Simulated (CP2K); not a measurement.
Runs of CP2K 2026.2 on Nb. The structure is cubic, space group Im-3m (No. 229). Conventional cell: a = 3.328 Å, b = 3.328 Å, c = 3.328 Å, α = 90.00°, β = 90.00°, γ = 90.00°. Nb (site symmetry m-3m) is surrounded by 8 Nb at 2.88 Å. 

```tsv
level	cutoff of the non-local correlation (Ry)	gap on the mesh (eV)	pressure (GPa)
PBEsol	-	none	-6.4
revPBE	-	none	0.8
TPSS	-	none	-3.1
vdW-DF-cx	300	none	-5.8
LDA	-	none	(b)
rev-vdW-DF2	300	none	(a)
```

Alike in all rows: task single point; potentials or basis POTENTIAL_UZH Nb GTH-PBE-q13; TZVP-MOLOPT-PBE-GTH basis; no spin polarisation; cell as given; k mesh 11 × 11 × 11; smearing fermi-dirac 0.05 eV.

**Question.** Fill in the values left out.

**Answer.** (a) -3.5; (b) -9.6.

Caveats: the potentials were made for another functional, which shifts forces and pressure; the basis of atomic orbitals isn't converged, which shifts pressures, moduli and gaps.

A k mesh can miss the band edges, and the runs leave out spin-orbit coupling on Nb.

A gap of «none» marks a metal or a gap under the smearing width.

Runs at the PBE level aren't shown here.
